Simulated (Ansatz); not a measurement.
## Pt: strain energy, fitted

Pt, Fm-3m, a = 3.970 Å. Ansatz: PBE, PAW, 420 eV, Γ-centred 18×18×14 mesh on 2 atoms, Gaussian smearing 0.10 eV; no spin polarisation. Series: strain along c alone, the other axes held, atoms fixed by symmetry; x is the strain in per cent. The axes a, b, c are those of the computed cell (2.807, 2.807, 3.970 Å), along [1 1 0], [-1 1 0], [0 0 1] of the cell named above. y is the free energy over the unstrained cell, V0 = 15.644 Å³/atom.

| x (%) | y (meV/atom) |
| --- | --- |
| -3.0 | ? |
| -2.0 | 6.09 |
| -1.0 | 1.47 |
| 0.0 | 0.00 |
| 1.0 | 1.48 |
| 2.0 | 5.75 |
| 3.0 | 12.62 |

Problem. Fit y = c2 x² + c3 x³ to the other rows, turn c2 into a modulus, and predict the missing energy.

Solution. Least squares on the rows shown. y = 1.476 x² − 0.02395 x³. In eV per unit strain² c2 is 14.76; this is C33 with relaxed ions (E = ½ C33 V0 ε²): 2 × 14.76 × 160.2 / (15.644) = 302 GPa. The unstrained cell keeps some stress along the strain, worth a slope of 0.04 meV/atom per %, which the form leaves out. At x = -3.0 the fit asked for gives 13.93 meV/atom. The run gave 14.07 meV/atom, so the fit is 0.14 meV/atom too low, a small miss on the scale of the series.

Spin–orbit coupling is left out, which can shift energies with elements as heavy as these.